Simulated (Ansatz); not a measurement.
Rows from a G0W0 calculation on HfS2 (layers cut from the bulk crystal) (Ansatz 0.2.0; G0W0 on PBE, plane waves, PAW; PAW set soft_1; 6×6×1 mesh, 264 empty bands, screening to 50 eV, PAW set soft_1 files), in eV. Spin-orbit coupling is left out.

```
row      Σx     Σc     Vxc     Z
  A  -17.98   2.59  -14.89  0.71
  B  -18.62   1.96  -16.33  0.73
  C  -11.83  -5.36  -18.18  0.70
  D  -18.60   2.43  -15.70  0.72
  E  -10.76  -4.25  -15.90  0.74
  F  -10.24  -3.53  -14.54  0.74
```

Q: Which rows are filled states and which are empty ones, and how can one tell?

Filled: A, B and D. Empty: C, E and F. The sign of Σc tells: for a filled state bare exchange, which holds its interaction with itself, lies below Vxc (Σx − Vxc is -2.3 eV or lower here) and screening gives part back as a positive Σc. For an empty state Σx lies above Vxc (+4.3 eV or more) and the Coulomb hole leaves Σc negative.

[Paths, hosts, dates, memory and timing lines, banners, echoed tables and standing remarks are left out of the program output.]

[Logs are printed without paths, hosts, clocks, repeated set-up lines and the standing remarks that a program may print on its own settings, such as how far it seeks lower states.]

[Runs of the session that timed out or met a known fault of the program may be left out.]

[Cells called generated may have been cut or substituted from an entry of the Crystallography Open Database or the Materials Project.]

[Hosts, paths, dates, database ids (printed as entryN), source tags and the programs' standing remarks are cut or masked in the printed files.]
